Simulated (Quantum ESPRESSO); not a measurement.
# Ag (Fm-3m) in Quantum ESPRESSO: notebook

The runs below take Ag through single point, with LDA.

All numbers are computed with Quantum ESPRESSO 7.5; they aren't measurements. Logs are shortened: lines on timing, memory, paths and dates and some standing lists are left out, and cuts for length are marked.

**1. The crystal as given**

The structure is cubic, space group Fm-3m (No. 225). The conventional cell has a = 4.085 Å, b = 4.085 Å, c = 4.085 Å, α = 90.00°, β = 90.00°, γ = 90.00°. Around Ag (site symmetry m-3m) lie 12 Ag at 2.89 Å.

**2. Single point, LDA**

Input file scf.in:

```
&CONTROL
  calculation = 'scf'
  prefix = 'pwscf'
  outdir = './tmp'
  pseudo_dir = './pseudo'
/
&SYSTEM
  ibrav = 0
  nat = 1
  ntyp = 1
  ecutwfc = 47
  ecutrho = 189
  nbnd = 16
  occupations = 'smearing'
  smearing = 'fd'
  degauss = 0.00367493
  force_symmorphic = .true.
/
&ELECTRONS
  conv_thr = 2d-10
  electron_maxstep = 120
  mixing_beta = 0.5
/
ATOMIC_SPECIES
Ag   107.8682 Ag.upf
CELL_PARAMETERS angstrom
   0.0000000000    2.0427500000    2.0427500000
   2.0427500000    0.0000000000    2.0427500000
   2.0427500000    2.0427500000    0.0000000000
ATOMIC_POSITIONS crystal
Ag     0.0000000000    0.0000000000    0.0000000000
K_POINTS automatic
12 12 12 0 0 0
```

Input file nscf.in:

```
&CONTROL
  calculation = 'nscf'
  prefix = 'pwscf'
  outdir = './tmp'
  pseudo_dir = './pseudo'
/
&SYSTEM
  ibrav = 0
  nat = 1
  ntyp = 1
  ecutwfc = 47
  ecutrho = 189
  nbnd = 70
  occupations = 'smearing'
  smearing = 'fd'
  degauss = 0.00367493
  force_symmorphic = .true.
/
&ELECTRONS
  conv_thr = 1d-08
  diago_full_acc = .true.
  diago_thr_init = 1d-06
/
ATOMIC_SPECIES
Ag   107.8682 Ag.upf
CELL_PARAMETERS angstrom
   0.0000000000    2.0427500000    2.0427500000
   2.0427500000    0.0000000000    2.0427500000
   2.0427500000    2.0427500000    0.0000000000
ATOMIC_POSITIONS crystal
Ag     0.0000000000    0.0000000000    0.0000000000
K_POINTS automatic
4 4 4 0 0 0
```

Potentials or basis: PseudoDojo 0.4.1 SR LDA standard.

Launch:

```sh
OMP_NUM_THREADS=1 pw.x -in scf.in > scf.out
OMP_NUM_THREADS=1 pw.x -in nscf.in > nscf.out
```

scf.out:

```text
This program is part of the open-source Quantum ESPRESSO suite
     for quantum simulation of materials; please cite
[... 9 lines left out ...]
     --------------------
     sticks:   dense  smooth     PW     G-vecs:    dense   smooth      PW
     Sum         379     379    121                 5029     5029     941

     Using Slab Decomposition

     bravais-lattice index     =            0
     lattice parameter (alat)  =       5.4592  a.u.
     unit-cell volume          =     115.0462 (a.u.)^3
     number of atoms/cell      =            1
     number of atomic types    =            1
     number of electrons       =        19.00
     number of Kohn-Sham states=           16
     kinetic-energy cutoff     =      47.0000  Ry
     charge density cutoff     =     189.0000  Ry
     scf convergence threshold =      2.0E-10
     mixing beta               =       0.5000
     number of iterations used =            8  plain     mixing
     Exchange-correlation= SLA  PW   NOGX NOGC
                           (   1   4   0   0   0   0   0)

     celldm(1)=   5.459201  celldm(2)=   0.000000  celldm(3)=   0.000000
     celldm(4)=   0.000000  celldm(5)=   0.000000  celldm(6)=   0.000000

     crystal axes: (cart. coord. in units of alat)
               a(1) = (   0.000000   0.707107   0.707107 )
               a(2) = (   0.707107   0.000000   0.707107 )
               a(3) = (   0.707107   0.707107   0.000000 )

     reciprocal axes: (cart. coord. in units 2 pi/alat)
               b(1) = ( -0.707107  0.707107  0.707107 )
               b(2) = (  0.707107 -0.707107  0.707107 )
               b(3) = (  0.707107  0.707107 -0.707107 )

     PseudoPot. # 1 for Ag read from file:
     Ag.upf
     Pseudo is Norm-conserving + core correction, Zval = 19.0
     Generated using ONCVPSP code by D. R. Hamann
     Using radial grid of 1484 points,  6 beta functions with:
                l(1) =   0
                l(2) =   0
                l(3) =   1
                l(4) =   1
                l(5) =   2
                l(6) =   2

     atomic species   valence    mass     pseudopotential
     Ag               19.00   107.86820     Ag( 1.00)

     48 Sym. Ops., with inversion, found

   Cartesian axes

     site n.     atom                  positions (alat units)
         1        Ag     tau(   1) = (   0.0000000   0.0000000   0.0000000  )

     number of k points=    72  Fermi-Dirac smearing, width (Ry)=  0.0037
                       cart. coord. in units 2pi/alat
        k(    1) = (   0.0000000   0.0000000   0.0000000), wk =   0.0011574
        k(    2) = (   0.0589256   0.0589256  -0.0589256), wk =   0.0092593
        k(    3) = (   0.1178511   0.1178511  -0.1178511), wk =   0.0092593
        k(    4) = (   0.1767767   0.1767767  -0.1767767), wk =   0.0092593
        k(    5) = (   0.2357023   0.2357023  -0.2357023), wk =   0.0092593
        k(    6) = (   0.2946278   0.2946278  -0.2946278), wk =   0.0092593
[... 64 lines left out ...]
        k(   71) = (  -0.7071068   0.2357023   0.0000000), wk =   0.0138889
        k(   72) = (  -0.7071068   0.3535534   0.0000000), wk =   0.0069444

     Dense  grid:     5029 G-vectors     FFT dimensions: (  24,  24,  24)

     Smooth grid:     5029 G-vectors     FFT dimensions: (  24,  24,  24)

     Check: negative core charge=   -0.000004

     Initial potential from superposition of free atoms

     starting charge      18.9997, renormalised to      19.0000
     Starting wfcs are   10 randomized atomic wfcs +    6 random wfcs

     Self-consistent Calculation

     iteration #  1     ecut=    47.00 Ry     beta= 0.50
     Davidson diagonalization with overlap
     ethr =  1.00E-02,  avg # of iterations =  5.2

     Threshold (ethr) on eigenvalues was too large:
     Diagonalizing with lowered threshold

     Davidson diagonalization with overlap
     ethr =  6.47E-04,  avg # of iterations =  1.1

     total energy              =    -309.67547681 Ry
     estimated scf accuracy    <       0.12678846 Ry

     iteration #  2     ecut=    47.00 Ry     beta= 0.50
     Davidson diagonalization with overlap
     ethr =  6.67E-04,  avg # of iterations =  2.2

     total energy              =    -309.71514258 Ry
     estimated scf accuracy    <       0.02258677 Ry

     iteration #  3     ecut=    47.00 Ry     beta= 0.50
     Davidson diagonalization with overlap
     ethr =  1.19E-04,  avg # of iterations =  2.0

     total energy              =    -309.71913892 Ry
     estimated scf accuracy    <       0.00040370 Ry
[... 33 lines left out ...]
     total energy              =    -309.71920230 Ry
     estimated scf accuracy    <          8.6E-10 Ry

     iteration #  9     ecut=    47.00 Ry     beta= 0.50
     Davidson diagonalization with overlap
     ethr =  4.54E-12,  avg # of iterations =  2.0

     total energy              =    -309.71920230 Ry
     estimated scf accuracy    <          2.6E-10 Ry

     iteration # 10     ecut=    47.00 Ry     beta= 0.50
     Davidson diagonalization with overlap
     ethr =  1.34E-12,  avg # of iterations =  2.0

     End of self-consistent calculation

          k = 0.0000 0.0000 0.0000 (   609 PWs)   bands (ev):

   -74.9752 -38.6726 -38.6726 -38.6726   9.2295  12.3417  12.3417  12.3417
    13.4000  13.4000  33.2685  36.6858  36.6858  36.6858  41.6671  42.5067

          k = 0.0589 0.0589-0.0589 (   621 PWs)   bands (ev):

   -75.0003 -38.6836 -38.6743 -38.6743   9.4386  12.2807  12.3861  12.3861
    13.3365  13.3365  33.2444  35.1086  36.7552  36.7552  41.2203  42.2590

          k = 0.1179 0.1179-0.1179 (   619 PWs)   bands (ev):

   -74.9902 -38.7132 -38.6788 -38.6788  10.0234  12.2299  12.5019  12.5019
    13.3453  13.3453  31.3820  34.1436  36.8397  36.8397  40.0271  41.4082

          k = 0.1768 0.1768-0.1768 (   616 PWs)   bands (ev):

   -74.9808 -38.7535 -38.6849 -38.6849  10.6231  12.5258  12.5492  12.5492
    13.5031  13.5031  28.1993  33.8479  36.6015  36.6015  40.0219  40.4210
[... 283 lines left out ...]
   -74.9922 -38.8123 -38.7367 -38.7299  10.9145  11.0381  13.5561  14.0352
    14.1953  17.7503  25.7949  27.2572  27.3292  35.2400  35.8039  45.5216

          k =-0.0589-0.5303 0.6482 (   631 PWs)   bands (ev):

   -74.9948 -38.8104 -38.7506 -38.7308  11.0052  11.1930  13.2791  13.7842
    14.2872  19.6390  24.3337  25.1277  27.5747  35.3650  38.1759  44.3906

          k =-0.0000-0.4714 0.5893 (   628 PWs)   bands (ev):

   -74.9867 -38.7978 -38.7686 -38.7258  11.1993  11.5490  12.8438  13.5265
    14.1631  21.4819  22.4220  24.2468  28.4451  35.3803  41.1995  43.1078

          k =-0.7071 0.1179-0.0000 (   626 PWs)   bands (ev):

   -74.9841 -38.8200 -38.7409 -38.7350  10.7974  10.9720  13.8601  13.9845
    14.3782  19.2887  23.8539  26.7860  26.8673  35.2534  35.7985  45.7837

          k =-0.2357-0.4714 0.7071 (   632 PWs)   bands (ev):

   -75.0022 -38.7935 -38.7404 -38.7112  11.5602  11.6268  12.2824  13.5574
    13.7145  16.8540  26.5772  26.6135  30.0109  37.5515  38.0187  42.4586

          k =-0.1768-0.4125 0.6482 (   636 PWs)   bands (ev):

   -75.0081 -38.7982 -38.7546 -38.7178  11.5631  11.7406  12.2250  13.3539
    13.9953  18.7359  23.6961  26.7602  28.6899  37.2069  39.5190  43.3337

          k =-0.1179-0.3536 0.5893 (   628 PWs)   bands (ev):

   -74.9877 -38.7993 -38.7599 -38.7206  11.6254  11.6782  12.3321  13.2526
    14.1446  20.6859  21.4161  27.1659  27.8997  36.9744  40.1509  44.8520
[... 13 lines left out ...]
   -75.0035 -38.7862 -38.7755 -38.7261  11.5106  11.9623  12.0247  13.3569
    14.1702  20.7085  23.4006  24.6726  27.4101  37.9523  40.0293  43.5667

          k =-0.7071 0.2357 0.0000 (   634 PWs)   bands (ev):

   -75.0007 -38.8034 -38.7578 -38.7355  11.1651  11.3391  12.9019  13.5986
    14.3790  20.9482  23.8939  24.9930  25.7760  37.2471  38.9150  42.9241

          k =-0.7071 0.3536 0.0000 (   616 PWs)   bands (ev):

   -74.9578 -38.7805 -38.7805 -38.7356  11.4299  12.0513  12.0513  13.3947
    14.4228  22.9547  22.9547  23.9858  25.3188  39.9082  39.9082  41.4504

     the Fermi energy is    16.9696 ev

!    total energy              =    -309.71920230 Ry
     estimated scf accuracy    <          1.2E-12 Ry
     smearing contrib. (-TS)   =      -0.00020933 Ry
     internal energy E=F+TS    =    -309.71899297 Ry

     The total energy is F=E-TS. E is the sum of the following terms:
     one-electron contribution =    -119.60252667 Ry
     hartree contribution      =      70.22526233 Ry
     xc contribution           =     -45.95919680 Ry
     ewald contribution        =    -214.38253183 Ry

     convergence has been achieved in  10 iterations

=------------------------------------------------------------------------------=
   JOB DONE.
=------------------------------------------------------------------------------=
```

nscf.out:

```text
This program is part of the open-source Quantum ESPRESSO suite
     for quantum simulation of materials; please cite
         "P. Giannozzi et al., J. Phys.:Condens. Matter 21 395502 (2009);
         "P. Giannozzi et al., J. Phys.:Condens. Matter 29 465901 (2017);
         "P. Giannozzi et al., J. Chem. Phys. 152 154105 (2020);
     in publications or presentations arising from this work. More details at
[... 181 lines left out ...]
   121.9129 121.9129 123.7432 124.8656 126.0367 127.5776 127.5776 128.8577
   132.0441 134.8934 134.8934 136.8841 139.7811 142.1003

     the Fermi energy is    17.8900 ev
     (compare with:    16.9696 eV, computed in scf)

=------------------------------------------------------------------------------=
   JOB DONE.
=------------------------------------------------------------------------------=
```

It took 10 s on 1 thread of Arm Neoverse V2, shared host; peak memory 0.05 GiB.

What came out:

* Band gap on the k mesh, mean-field level: none (metal or under the smearing width)

Levels at points of the mesh, in eV from the Fermi level:
| k point | band 6 | band 7 | band 8 | band 9 | band 10 | band 11 | band 12 | band 13 | band 14 | band 15 |
| --- | --- | --- | --- | --- | --- | --- | --- | --- | --- | --- |
| (0.00, 0.00, 0.00) | -5.55 | -5.55 | -5.55 | -4.49 | -4.49 | 15.38 | 18.80 | 18.80 | 18.80 | 23.78 |
| (0.00, 0.00, -0.50) | -5.58 | -5.58 | -3.74 | -3.74 | -1.32 | 2.80 | 14.60 | 16.91 | 16.91 | 22.01 |
| (0.00, -0.50, -0.50) | -7.08 | -3.77 | -3.55 | -3.55 | 0.65 | 5.93 | 9.71 | 9.71 | 16.45 | 16.47 |

Caveat: the k mesh is coarse (spacing up to 0.67 Å⁻¹), so the values aren't converged.

[end of part 1 of 2]
